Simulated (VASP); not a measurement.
# Sb (I4/mmm) in VASP: a series of runs

Runs on Sb. Level: r2SCAN. Tasks: single point.

Everything below comes from runs of VASP 6.6.1. Logs are shortened: lines on timing, memory, paths and dates and some standing lists are left out, and cuts for length are marked.

### 1 The crystal as given

Symmetry: I4/mmm, No. 139, tetragonal system. The conventional cell has a = 3.153 Å, b = 3.153 Å, c = 5.424 Å, α = 90.00°, β = 90.00°, γ = 90.00°. Around Sb (site symmetry 4/mmm) lie 12 Sb at 3.15 to 3.51 Å.

This isn't the form of Sb at room conditions, which is rhombohedral.

### 2 Single point, r2SCAN

The input, INCAR:

```
SYSTEM = Sb
PREC = Accurate
ENCUT = 500
EDIFF = 1E-6
ISMEAR = 0
SIGMA = 0.1
LREAL = .FALSE.
LASPH = .TRUE.
NELM = 100
ALGO = Normal
ISIF = 2
LWAVE = .FALSE.
LCHARG = .FALSE.
METAGGA = R2SCAN
LMIXTAU = .TRUE.
ADDGRID = .FALSE.
```

The input, KPOINTS:

```
regular mesh
0
G
  9 9 9
  0 0 0
```

The input, POSCAR:

```
Sb
1.0
   -1.5638750000      1.6131910000      2.7402030000
    1.6104090000     -1.5604430000      2.7365900000
    1.5281950000      1.5247630000     -2.7095380000
Sb
1
Direct
    0.0004760000      0.0218010000      0.0165680000
```

Potentials or basis: VASP PAW PBE potentials, release 64 (Sb).

Started as:

```console
$ cat potpaw_PBE.64/Sb/POTCAR > POTCAR
$ mpirun -np 1 vasp_std > vasp.out
```

OUTCAR:

```text
SYSTEM = Sb
   PREC = Accurate
   ENCUT = 500
   EDIFF = 1E-6
   ISMEAR = 0
   LREAL = .FALSE.
   LASPH = .TRUE.
   NELM = 100
   ISIF = 2
   METAGGA = R2SCAN

 Found    365 irreducible k-points:

 Following reciprocal coordinates:
            Coordinates               Weight
  0.000000  0.000000  0.000000      1.000000
  0.111111  0.000000  0.000000      2.000000
  0.222222  0.000000  0.000000      2.000000
  0.333333  0.000000  0.000000      2.000000
  0.444444  0.000000  0.000000      2.000000
 -0.000000  0.111111  0.000000      2.000000
   k-points           NKPTS =    365   k-points in BZ     NKDIM =    365   number of bands    NBANDS=      6
   number of dos      NEDOS =    301   number of ions     NIONS =      1
   total plane-waves  NPLWV =  21952
   dimension x,y,z NGX =    28 NGY =   28 NGZ =   28
   dimension x,y,z NGXF=    56 NGYF=   56 NGZF=   56
   ions per type =               1
   NGX,Y,Z   is equivalent  to a cutoff of  13.14, 13.16, 13.44 a.u.
   NGXF,Y,Z  is equivalent  to a cutoff of  26.27, 26.31, 26.87 a.u.
 SYSTEM =  Sb
   PREC   = accura    normal or accurate (medium, high low for compatibility)
   ISTART =      0    job   : 0-new  1-cont  2-samecut
   ICHARG =      2    charge: 1-file 2-atom 10-const
   ISPIN  =      1    spin polarized calculation?
   LNONCOLLINEAR =      F non collinear calculations
   LSORBIT =      F    spin-orbit coupling
   LASPH  =      T    aspherical Exc in radial PAW
   ENCUT  =  500.0 eV  36.75 Ry    6.06 a.u.   6.46  6.45  6.32*2*pi/ulx,y,z
   NELM   =    100;   NELMIN=  2; NELMDL= -5     # of ELM steps
   EDIFF  = 0.1E-05   stopping-criterion for ELM
   LREAL  =      F    real-space projection
   EDIFFG = 0.1E-04   stopping-criterion for IOM
   NSW    =      0    number of steps for IOM
   IBRION =     -1    ionic relax: 0-MD 1-quasi-New 2-CG
   NFREE  =      0    steps in history (QN), initial steepest desc. (CG)
   ISIF   =      2    stress and relaxation
   ISYM   =      2    0-nonsym 1-usesym 2-fastsym
   POTIM  = 0.5000    time-step for ionic-motion
   TEBEG  =    0.0;   TEEND  =   0.0 temperature during run
   PSTRESS=    0.0 pullay stress
   NELECT =       5.0000    total number of electrons
   NUPDOWN=      -1.0000    fix difference up-down
   EMIN   =  10.00;   EMAX   =-10.00  energy-range for DOS
   EFERMI =   0.00;   METHOD = LEGACY
   ISMEAR =     0;   SIGMA  =   0.10  broadening in eV -4-tet -1-fermi 0-gaus
   EFERMI_NEDOS =   21; number of points for ismear=-14 and -15
   IALGO  =     38    algorithm
   IMIX   =      4    mixing-type and parameters
     AMIX     =   0.40;   BMIX     =  1.00
     AMIX_MAG =   1.60;   BMIX_MAG =  1.00
  volume/ion in A,a.u.               =      26.96       181.95
  Fermi-wavevector in a.u.,A,eV,Ry     =   0.933573  1.764197 11.858272  0.871558
  Thomas-Fermi vector in A             =   2.060288
   LORBIT       =      0    0 simple, 1 ext, 2 COOP (PROOUT), +10 PAW based schemes
   METAGGA = R2SCAN    functional components
   LHFCALC =     F    Hartree Fock is set to
   AEXX    =    0.0000 exact exchange contribution
   IVDW    =     0    specifies the selected vdW correction
   LEPSILON=     F    determine dielectric tensor
   LRPA    =     F    only Hartree local field effects (RPA)
 non-spin polarized calculation
 Gauss-broadening in eV      SIGMA  =   0.10
  energy-cutoff  :      500.00
  volume of cell :       26.96
 maximum number of plane-waves:       701
 NGX is ok and might be reduce to    28
   NGX = 13   NGY = 13   NGZ = 13

 number of electron       5.0000000 magnetization

 Free energy of the ion-electron system (eV)
  ---------------------------------------------------
  ext. energy  EPLUGINS =         0.00000000
  ---------------------------------------------------
  free energy    TOTEN  =       -25.28691264 eV

  energy without entropy =      -25.28358397  energy(sigma->0) =      -25.28524831

 E-fermi :   8.4388     XC(G=0): -10.7757

 val. band max:        8.4322662191   @ k =  -0.0000   0.2222   0.0000
 cond. band min:       8.4407611920   @ k =  -0.1111  -0.4444   0.3333
 fundamental gap:      0.0084949729
 Fermi energy:         8.4387927414

 k-point     1 :       0.0000    0.0000    0.0000
  band No.  band energies     occupation
      1      -5.1309      2.00000
      2      13.1614      0.00000
      3      14.2030      0.00000
      4      14.2596      0.00000
      5      18.1110      0.00000
      6      19.3485      0.00000

 k-point     2 :       0.1111    0.0000    0.0000
  band No.  band energies     occupation
      1      -4.8734      2.00000
      2      11.7678      0.00000
      3      12.9767      0.00000
      4      14.1951      0.00000
      5      17.8447      0.00000
      6      18.6417      0.00000

 k-point     3 :       0.2222    0.0000    0.0000
  band No.  band energies     occupation
      1      -4.1087      2.00000
      2       8.4191      1.21978
      3      11.8601      0.00000
      4      14.1766      0.00000
      5      16.4723      0.00000
      6      18.5787      0.00000

 k-point     4 :       0.3333    0.0000    0.0000
  band No.  band energies     occupation
      1      -2.8829      2.00000
      2       5.2081      2.00000
      3      10.9541      0.00000
      4      14.2440      0.00000
      5      15.5852      0.00000
      6      18.7098      0.00000

 k-point     5 :       0.4444    0.0000    0.0000
  band No.  band energies     occupation
      1      -1.4755      2.00000
      2       2.7659      2.00000
      3      10.4567      0.00000
      4      14.3435      0.00000
      5      15.1506      0.00000
      6      19.0935      0.00000

 k-point     6 :      -0.0000    0.1111    0.0000
  band No.  band energies     occupation
      1      -4.8729      2.00000
      2      11.7814      0.00000
      3      12.9612      0.00000
      4      14.1967      0.00000
      5      17.8281      0.00000
      6      18.6367      0.00000

 [... further k-points ...]

------------------------ aborting loop because EDIFF is reached ----------------------------------------

  FORCE on cell =-STRESS in cart. coord.  units (eV):
  Direction    XX          YY          ZZ          XY          YZ          ZX
  --------------------------------------------------------------------------------------
  -------------------------------------------------------------------------------------
  Total        0.1109311      0.1209907      0.4998490      0.0224353      0.0162933      0.0081244
  in kB        6.5919536      7.1897341     29.7029527      1.3331941      0.9682103      0.4827838
  external PRESSURE =      14.4948801 kB  Pullay stress =       0.0000000 kB

 VOLUME and BASIS-vectors are now :
 -----------------------------------------------------------------------------
  energy-cutoff  :      500.00
  volume of cell :       26.96
      direct lattice vectors                 reciprocal lattice vectors
    -1.563875000  1.613191000  2.740203000     0.002055809  0.316948054  0.179518554
     1.610409000 -1.560443000  2.736590000     0.317083613  0.001847581  0.179876686
     1.528195000  1.524763000 -2.709538000     0.322328449  0.322401118 -0.005843793

 POSITION                                       TOTAL-FORCE (eV/Angst)
 -----------------------------------------------------------------------------------
      0.05968     -0.00799      0.01607         0.000000     -0.000000      0.000000
 -----------------------------------------------------------------------------------
    total drift:                                0.000000      0.000000     -0.000000

  FREE ENERGIE OF THE ION-ELECTRON SYSTEM (eV)
  ---------------------------------------------------
  free  energy   TOTEN  =       -25.2869126412 eV

  energy  without entropy=      -25.2835839712  energy(sigma->0) =      -25.28524831
```

Wall time 2.3 min (1 thread of Intel Xeon 6975P-C (Granite Rapids), shared host); peak memory 0.21 GiB.

These settings aren't checked as converged: the numbers below hold their error.

What came out:

```yaml
Free_energy: -25.2869 eV
Pressure: 1.4 GPa
Band_gap_on_the_k_mesh: none (metal or under the smearing width)
```

Caveat: the PAW data sets were made with another functional, which shifts forces and pressure a little.

### 3 Single point, r2SCAN

Edit INCAR of step 2 so:

```diff
@@ -2,3 +2,3 @@
 PREC = Accurate
-ENCUT = 500
+ENCUT = 250
 EDIFF = 1E-6
```

The input, KPOINTS:

```
regular mesh
0
G
  13 13 13
  0 0 0
```

The input, POSCAR:

```
Sb
1.0
   -1.5765401831      1.5765401831      2.7119384313
    1.5765401831     -1.5765401831      2.7119384313
    1.5765401831      1.5765401831     -2.7119384313
Sb
1
Direct
    0.0000000000      0.0000000000      0.0000000000
```

Potentials or basis: VASP PAW PBE potentials, release 64 (Sb).

Started as:

```console
$ cat potpaw_PBE.64/Sb/POTCAR > POTCAR
$ mpirun -np 1 vasp_std > vasp.out
```

OUTCAR:

```text
SYSTEM = Sb
   PREC = Accurate
   ENCUT = 250
   EDIFF = 1E-6
   ISMEAR = 0
   LREAL = .FALSE.
   LASPH = .TRUE.
   NELM = 100
   ISIF = 2
   METAGGA = R2SCAN

 Found    196 irreducible k-points:

 Following reciprocal coordinates:
            Coordinates               Weight
  0.000000  0.000000  0.000000      1.000000
  0.076923  0.000000 -0.000000      8.000000
  0.153846  0.000000 -0.000000      8.000000
  0.230769  0.000000 -0.000000      8.000000
  0.307692  0.000000 -0.000000      8.000000
  0.384615  0.000000 -0.000000      8.000000
   k-points           NKPTS =    196   k-points in BZ     NKDIM =    196   number of bands    NBANDS=      6
   number of dos      NEDOS =    301   number of ions     NIONS =      1
   total plane-waves  NPLWV =   5832
   dimension x,y,z NGX =    18 NGY =   18 NGZ =   18
   dimension x,y,z NGXF=    36 NGYF=   36 NGZF=   36
   ions per type =               1
   NGX,Y,Z   is equivalent  to a cutoff of   8.52,  8.52,  8.52 a.u.
   NGXF,Y,Z  is equivalent  to a cutoff of  17.05, 17.05, 17.05 a.u.
 SYSTEM =  Sb
   PREC   = accura    normal or accurate (medium, high low for compatibility)
   ISTART =      0    job   : 0-new  1-cont  2-samecut
   ICHARG =      2    charge: 1-file 2-atom 10-const
   ISPIN  =      1    spin polarized calculation?
   LNONCOLLINEAR =      F non collinear calculations
   LSORBIT =      F    spin-orbit coupling
   LASPH  =      T    aspherical Exc in radial PAW
   ENCUT  =  250.0 eV  18.37 Ry    4.29 a.u.   4.53  4.53  4.53*2*pi/ulx,y,z
   NELM   =    100;   NELMIN=  2; NELMDL= -5     # of ELM steps
   EDIFF  = 0.1E-05   stopping-criterion for ELM
   LREAL  =      F    real-space projection
   EDIFFG = 0.1E-04   stopping-criterion for IOM
   NSW    =      0    number of steps for IOM
   IBRION =     -1    ionic relax: 0-MD 1-quasi-New 2-CG
   NFREE  =      0    steps in history (QN), initial steepest desc. (CG)
   ISIF   =      2    stress and relaxation
   ISYM   =      2    0-nonsym 1-usesym 2-fastsym
   POTIM  = 0.5000    time-step for ionic-motion
   TEBEG  =    0.0;   TEEND  =   0.0 temperature during run
   PSTRESS=    0.0 pullay stress
   NELECT =       5.0000    total number of electrons
   NUPDOWN=      -1.0000    fix difference up-down
   EMIN   =  10.00;   EMAX   =-10.00  energy-range for DOS
   EFERMI =   0.00;   METHOD = LEGACY
   ISMEAR =     0;   SIGMA  =   0.10  broadening in eV -4-tet -1-fermi 0-gaus
   EFERMI_NEDOS =   21; number of points for ismear=-14 and -15
   IALGO  =     38    algorithm
   IMIX   =      4    mixing-type and parameters
     AMIX     =   0.40;   BMIX     =  1.00
     AMIX_MAG =   1.60;   BMIX_MAG =  1.00
  volume/ion in A,a.u.               =      26.96       181.95
  Fermi-wavevector in a.u.,A,eV,Ry     =   0.933573  1.764197 11.858269  0.871558
  Thomas-Fermi vector in A             =   2.060288
   LORBIT       =      0    0 simple, 1 ext, 2 COOP (PROOUT), +10 PAW based schemes
   METAGGA = R2SCAN    functional components
   LHFCALC =     F    Hartree Fock is set to
   AEXX    =    0.0000 exact exchange contribution
   IVDW    =     0    specifies the selected vdW correction
   LEPSILON=     F    determine dielectric tensor
   LRPA    =     F    only Hartree local field effects (RPA)
 non-spin polarized calculation
 Gauss-broadening in eV      SIGMA  =   0.10
  energy-cutoff  :      250.00
  volume of cell :       26.96
 maximum number of plane-waves:       250
 NGX is ok and might be reduce to    18
   NGX =  9   NGY =  9   NGZ =  9

 number of electron       5.0000000 magnetization

 Free energy of the ion-electron system (eV)
  ---------------------------------------------------
  ext. energy  EPLUGINS =         0.00000000
  ---------------------------------------------------
  free energy    TOTEN  =       -25.26731703 eV

  energy without entropy =      -25.26469892  energy(sigma->0) =      -25.26600798

 E-fermi :   8.4841     XC(G=0): -10.7841

 val. band max:        8.4654023644   @ k =  -0.3846   0.3846   0.0769
 cond. band min:       8.4860431195   @ k =  -0.3077  -0.3846   0.2308
 fundamental gap:      0.0206407552
 Fermi energy:         8.4841012561

 k-point     1 :       0.0000    0.0000    0.0000
  band No.  band energies     occupation
      1      -5.1266      2.00000
      2      13.3288      0.00000
      3      14.2075      0.00000
      4      14.2075      0.00000
      5      18.1855      0.00000
      6      19.6891      0.00000

 k-point     2 :       0.0769    0.0000   -0.0000
  band No.  band energies     occupation
      1      -5.0009      2.00000
      2      12.7601      0.00000
      3      13.3556      0.00000
      4      14.1791      0.00000
      5      18.2644      0.00000
      6      18.6341      0.00000

 k-point     3 :       0.1538    0.0000   -0.0000
  band No.  band energies     occupation
      1      -4.6250      2.00000
      2      10.6845      0.00000
      3      12.5122      0.00000
      4      14.1187      0.00000
      5      17.1878      0.00000
      6      18.5824      0.00000

 k-point     4 :       0.2308    0.0000   -0.0000
  band No.  band energies     occupation
      1      -4.0050      2.00000
      2       8.2933      1.99303
      3      11.7288      0.00000
      4      14.0735      0.00000
      5      16.3154      0.00000
      6      18.4660      0.00000

 k-point     5 :       0.3077    0.0000   -0.0000
  band No.  band energies     occupation
      1      -3.1587      2.00000
      2       6.0117      2.00000
      3      11.0548      0.00000
      4      14.0717      0.00000
      5      15.6752      0.00000
      6      18.5027      0.00000

 k-point     6 :       0.3846    0.0000   -0.0000
  band No.  band energies     occupation
      1      -2.1452      2.00000
      2       4.0065      2.00000
      3      10.5706      0.00000
      4      14.1064      0.00000
      5      15.2546      0.00000
      6      18.7260      0.00000

 [... further k-points ...]

------------------------ aborting loop because EDIFF is reached ----------------------------------------

  FORCE on cell =-STRESS in cart. coord.  units (eV):
  Direction    XX          YY          ZZ          XY          YZ          ZX
  --------------------------------------------------------------------------------------
  -------------------------------------------------------------------------------------
  Total        0.1884246      0.1884246      0.2500187      0.0000000      0.0000000      0.0000000
  in kB       11.1969152     11.1969152     14.8570725      0.0000000      0.0000000      0.0000000
  external PRESSURE =      12.4169676 kB  Pullay stress =       0.0000000 kB

 VOLUME and BASIS-vectors are now :
 -----------------------------------------------------------------------------
  energy-cutoff  :      250.00
  volume of cell :       26.96
      direct lattice vectors                 reciprocal lattice vectors
    -1.576540183  1.576540183  2.711938431     0.000000000  0.317150178  0.184369967
     1.576540183 -1.576540183  2.711938431     0.317150178  0.000000000  0.184369967
     1.576540183  1.576540183 -2.711938431     0.317150178  0.317150178  0.000000000

 POSITION                                       TOTAL-FORCE (eV/Angst)
 -----------------------------------------------------------------------------------
      0.00000      0.00000      0.00000         0.000000      0.000000      0.000000
 -----------------------------------------------------------------------------------
    total drift:                               -0.000000      0.000000      0.000000

  FREE ENERGIE OF THE ION-ELECTRON SYSTEM (eV)
  ---------------------------------------------------
  free  energy   TOTEN  =       -25.2673170275 eV

  energy  without entropy=      -25.2646989242  energy(sigma->0) =      -25.26600798
```

OSZICAR:

```text
N       E                     dE             d eps       ncg     rms          rms(c)
DAV:   1    -0.186482346541E+02   -0.18648E+02   -0.11543E+03  2352   0.305E+02
DAV:   2    -0.257791162988E+02   -0.71309E+01   -0.67010E+01  3276   0.559E+01
DAV:   3    -0.258871885478E+02   -0.10807E+00   -0.10644E+00  2712   0.714E+00
DAV:   4    -0.258874923289E+02   -0.30378E-03   -0.30377E-03  3354   0.478E-01
DAV:   5    -0.258874930084E+02   -0.67954E-06   -0.67872E-06  2814   0.153E-02    0.158E+00
DAV:   6    -0.251508553650E+02    0.73664E+00   -0.11842E-01  2544   0.303E+00    0.103E+00
DAV:   7    -0.253402555088E+02   -0.18940E+00   -0.10329E-01  2364   0.279E+00    0.154E-01
DAV:   8    -0.252671523583E+02    0.73103E-01   -0.55170E-02  2532   0.208E+00    0.797E-02
DAV:   9    -0.252661058331E+02    0.10465E-02   -0.65187E-04  2988   0.230E-01    0.100E-01
DAV:  10    -0.252649695561E+02    0.11363E-02   -0.26624E-03  2400   0.456E-01    0.407E-02
DAV:  11    -0.252664826835E+02   -0.15131E-02   -0.80559E-04  2544   0.260E-01    0.459E-02
DAV:  12    -0.252670940420E+02   -0.61136E-03   -0.24170E-04  2412   0.127E-01    0.304E-02
DAV:  13    -0.252671204341E+02   -0.26392E-04   -0.80515E-06  3246   0.287E-02    0.299E-02
DAV:  14    -0.252671275909E+02   -0.71568E-05   -0.29548E-07  1470   0.463E-03    0.271E-02
DAV:  15    -0.252673145673E+02   -0.18698E-03   -0.15941E-04  2394   0.133E-01    0.343E-03
DAV:  16    -0.252673172288E+02   -0.26616E-05   -0.27041E-06  3180   0.144E-02    0.300E-03
DAV:  17    -0.252673170275E+02    0.20137E-06   -0.13404E-07  1278   0.364E-03
   1 F= -.25267317E+02 E0= -.25266008E+02  d E =-.261810E-02
```

stdout:

```text
POSCAR found type information on POSCAR Sb
 POSCAR found :  1 types and       1 ions
 scaLAPACK will be used
 -----------------------------------------------------------------------------
|                                                                             |
|                                                                             |
|     You enforced a specific xc type in the INCAR file but a different       |
|     I HOPE YOU KNOW WHAT YOU ARE DOING!                                     |
|                                                                             |
 -----------------------------------------------------------------------------

 LDA part: xc-table for (None), standard interpolation
 POSCAR, INCAR and KPOINTS ok, starting setup
 FFT: planning ... GRIDC
 FFT: planning ... GRID_SOFT
 FFT: planning ... GRID
 WAVECAR not read
 entering main loop
```

Run time: 24 s. Hardware: 1 thread of Intel Xeon 6975P-C (Granite Rapids), shared host; peak memory 0.12 GiB.

The run converged, but some of its settings lie outside the range that counts as converged, so its numbers aren't taken as properties of the crystal.

Results:

- Free energy: -25.2673 eV
- Pressure: 1.2 GPa
- Band gap on the k mesh: none (metal or under the smearing width)

Caveat: the PAW data sets were made with another functional, which shifts forces and pressure a little.

[end of part 1 of 2]
